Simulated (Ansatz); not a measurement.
## P (dhcp): energy against volume

Level of theory: DFT, PBE, plane waves (420 eV) with PAW, scalar-relativistic in Ansatz 0.2.0.

The cell is scaled uniformly from the relaxed one, with fractional coordinates and shape fixed. Energies are extrapolated to zero smearing, pressures are those at the given smearing. Magnetic state: spin not included.

A Birch-Murnaghan fit gives V₀ = 14.67 Å³/atom, B₀ = 91 GPa, B₀′ = 3.9.

(1) What are the energy above the minimum and the pressure at 13.543 Å³/atom?

(2) What are the energy above the minimum and the pressure at 15.310 Å³/atom?

(3) What are the energy above the minimum and the pressure at 16.487 Å³/atom?

Answers

(1) 28.1 meV/atom and 8.61 GPa as computed.

(2) 7.3 meV/atom and -3.48 GPa as computed.

(3) 52.6 meV/atom and -8.36 GPa as computed.
